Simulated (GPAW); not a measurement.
Records of electronic-structure calculations.

**A GW chain in GPAW: CaO (Fm-3m)**

Symmetry: Fm-3m, No. 225, cubic system. The conventional cell has a = 4.807 Å, b = 4.807 Å, c = 4.807 Å, α = 90.00°, β = 90.00°, γ = 90.00°. Ca has 6 O at 2.40 Å nearest. Nearest to O lie 6 Ca at 2.40 Å. Farther neighbours and most contacts between anions are not listed.

```
Ca O
1.0
     0.00000    2.40356    2.40356
     2.40356    0.00000    2.40356
     2.40356    2.40356    0.00000
Ca O
1 1
Direct
  0.00000 0.00000 0.00000
  0.50000 0.50000 0.50000
```

```yaml
method: DFT, PBE, plane waves, PAW (and 1 further level or step)
program: GPAW 26.7.0
settings_of_one_run: cutoff 600 eV, GPAW PAW setups 1.2.1 data release, 6×6×6 k-mesh, nbands 98
cost: 4 runs, 49 s in all on 4 MPI ranks of Arm Neoverse V2, shared host (the runs of this entry)
notes: The cell and positions are those that the Materials Project relaxed with its own functionals (PBE, PBE+U or r2SCAN), kept fixed. Bands and cutoff are finite, so the gap is not at the basis limit. The miss can reach some tenths of an eV and take either sign; the mesh is an error of its own.
pbe_gap: 3.69 eV, indirect
g0w0_gap_on_the_mesh: 6.06 eV
gw_settings: 6×6×6 mesh, 88 bands, screening to 125 eV, Godby-Needs plasmon pole
known_limits: not at the basis limit
```

G0W0 moves the gap on the mesh from 3.69 eV to 6.06 eV (+2.36 eV), with Z of 0.79 and 0.85 at the edges. Only 2 of the mesh's irreducible points were corrected, so a valley elsewhere could overtake.

[Paths, hosts, dates, memory and timing lines, banners, echoed tables and standing remarks are left out of the program output.]

[Logs are printed without paths, hosts, clocks, repeated set-up lines and the standing remarks that a program may print on its own settings, such as how far it seeks lower states.]

[Runs of the session that timed out or met a known fault of the program may be left out.]

[Hosts, paths, dates, database ids (printed as entryN), source tags and the programs' standing remarks are cut or masked in the printed files.]
